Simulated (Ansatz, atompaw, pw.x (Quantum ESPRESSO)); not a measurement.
What a changed setting does to a pw.x run (bcc Pt)

Potential: PAW, atompaw 4.2.0.5, PBE; core [Xe] 4f14, reference 5d9.5 6s0.5 6p0; waves: 6s (bound): rc 3.00 bohr; 6s channel at 1.55 Ry: rc 3.00 bohr; 6p (bound, empty): rc 3.00 bohr; 6p channel at 4.65 Ry: rc 3.00 bohr; 5d (bound): rc 2.40 bohr; 5d channel at 1.55 Ry: rc 3.00 bohr; local part: ultrasoft scheme with l = 3 at 1 Ry, radius 2.50 bohr; core correction: smooth core density matched at 2.65 bohr; augmentation: gaussian compensation charge, radius 2.35 bohr; PAW radius 3.00 bohr; waves and projectors: custom rrkj gramschmidtortho.

The reference run (k-mesh 15³, cutoffs 40/400 Ry, Fermi–Dirac 0.01 Ry, mixing_beta 0.4, conv_thr 1e-9, no spin) gives -3.64 GPa at 15.859 Å³/atom, where all-electron LAPW gives -0.19 GPa. This run, with its own iteration cap, changes smearing to mp.

```
&control
  calculation='scf', prefix='x', pseudo_dir='./', outdir='./tmp', tstress=.true., disk_io='none'
/
&system
  ibrav=0, nat=1, ntyp=1, ecutwfc=40, ecutrho=400, nbnd=12,
  occupations='smearing', smearing='mp', degauss=0.01
/
&electrons
  conv_thr=1e-09, mixing_beta=0.4, electron_maxstep=60
/
ATOMIC_SPECIES
Pt 1.0 Pt.UPF
CELL_PARAMETERS angstrom
  -1.58272430 1.58272430 1.58272430
  1.58272430 -1.58272430 1.58272430
  1.58272430 1.58272430 -1.58272430
ATOMIC_POSITIONS crystal
Pt 0.0000 0.0000 0.0000
K_POINTS automatic
15 15 15 0 0 0
```

```bash
pw.x < Pt.scf.in > Pt.scf.out
```

How does the run end?

It converges in 9 iterations; the free energy moves by +25.5 meV/atom and the pressure by -0.60 GPa. This scheme is built to cancel the term in the square of the width that Fermi–Dirac smearing leaves in the F of a metal.

```
Message from routine setup:
     using ibrav=0 with symmetry is DISCOURAGED, use correct ibrav instead
     lattice parameter (alat)  =       5.1804  a.u.
     unit-cell volume          =     107.0218 (a.u.)^3
     number of electrons       =        10.00
     number of Kohn-Sham states=           12
     kinetic-energy cutoff     =      40.0000  Ry
     charge density cutoff     =     400.0000  Ry
     scf convergence threshold =      1.0E-09
     Exchange-correlation= SLA PW PBX PBC
     number of k points=   120  Methfessel-Paxton smearing, width (Ry)=  0.0100
     iteration #  1     ecut=    40.00 Ry     beta= 0.40
     total energy              =    -747.28416881 Ry
     estimated scf accuracy    <       0.41674412 Ry
     iteration #  2     ecut=    40.00 Ry     beta= 0.40
     total energy              =    -747.30430811 Ry
     estimated scf accuracy    <       0.01822187 Ry
     iteration #  3     ecut=    40.00 Ry     beta= 0.40
     total energy              =    -747.30635560 Ry
     estimated scf accuracy    <       0.00122984 Ry
     [... 3 iterations left out ...]
     iteration #  7     ecut=    40.00 Ry     beta= 0.40
     total energy              =    -747.30669706 Ry
     estimated scf accuracy    <       0.00000201 Ry
     iteration #  8     ecut=    40.00 Ry     beta= 0.40
     total energy              =    -747.30669748 Ry
     estimated scf accuracy    <          8.9E-09 Ry
     iteration #  9     ecut=    40.00 Ry     beta= 0.40
     the Fermi energy is    16.0982 ev
!    total energy              =    -747.30669749 Ry
     estimated scf accuracy    <          4.8E-11 Ry
     smearing contrib. (-TS)   =      -0.00000118 Ry
     The total energy is F=E-TS. E is the sum of the following terms:
     one-electron contribution =      17.68798555 Ry
     hartree contribution      =       5.14370551 Ry
     xc contribution           =      -9.49237383 Ry
     ewald contribution        =     -60.83811965 Ry
     one-center paw contrib.   =    -699.80789389 Ry
     convergence has been achieved in   9 iterations
          total   stress  (Ry/bohr**3)                   (kbar)     P=      -42.39
     Message from routine punch:
     Nothing written, as per user request (disk_io='none')
```

The run took about 9.3 s on one core of a shared host (Intel(R) Xeon(R) 6975P-C, 192 threads, 378 GiB, load 45).
